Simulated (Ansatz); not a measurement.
**How far is PAW off for HgTe?**

```
CELL_PARAMETERS angstrom
0.00000 3.22350 3.22350
3.22350 0.00000 3.22350
3.22350 3.22350 0.00000
ATOMIC_POSITIONS crystal
Hg 0.00000 0.00000 0.00000
Te 0.75000 0.75000 0.75000
```

Atoms are numbered in the order listed.

Conventional cell: a = 6.447 Å, b = 6.447 Å, c = 6.447 Å, α = 90.00°, β = 90.00°, γ = 90.00°. Hg (atom 1) has 4 Te at 2.79 Å as nearest neighbours. Around Te (atom 2) lie 4 Hg at 2.79 Å.

The cell is COD entry 1539232, as deposited and not checked against the literature; nothing was relaxed.

No spin–orbit coupling, which matters for the heavy atoms here.

All numbers are computed: DFT, PBEsol, PAW with Ansatz's default frozen-core files, scalar-relativistic (Ansatz 0.2.0); DFT, PBEsol, all-electron PAW with datasets made for the crystal, scalar-relativistic (Ansatz 0.2.0); DFT, PBEsol, all-electron LAPW, scalar-relativistic (Ansatz 0.2.0).

For PAW: a Γ-centred 9×9×9 k mesh, Fermi–Dirac smearing of 0.05 eV, cutoff 420 eV, no spin polarisation; the PAW files were made with PBE, and the program remakes their frozen cores for this functional. The crystal-made all-electron datasets (AE datasets) take a cutoff of 240 eV at this cell. LAPW targets a basis error of 0.5 meV/atom. The Ansatz runs share mesh, smearing and spin set-up. Plane-wave (PAW) pressures include the program's estimate of the Pulay term.

Stress and pressure are positive in compression.

Levels count from the Fermi level.

```csv
quantity,PAW,AE datasets,LAPW
pressure (GPa),1.32,1.33,1.33
highest filled level at U (eV),-1.990,-1.990,-1.990
lowest empty level at U (eV),2.132,2.132,2.132
highest filled level at W (eV),-2.669,-2.670,-2.670
lowest empty level at W (eV),3.059,3.060,3.060
highest filled level at Γ (eV),-0.061,-0.061,-0.061
lowest empty level at Γ (eV),4.125,4.125,4.125
```

PAW's pressure differs from the LAPW value by about 0.01 GPa or less. Datasets made for the crystal and LAPW share parts of one code, so their agreement isn't an independent check.
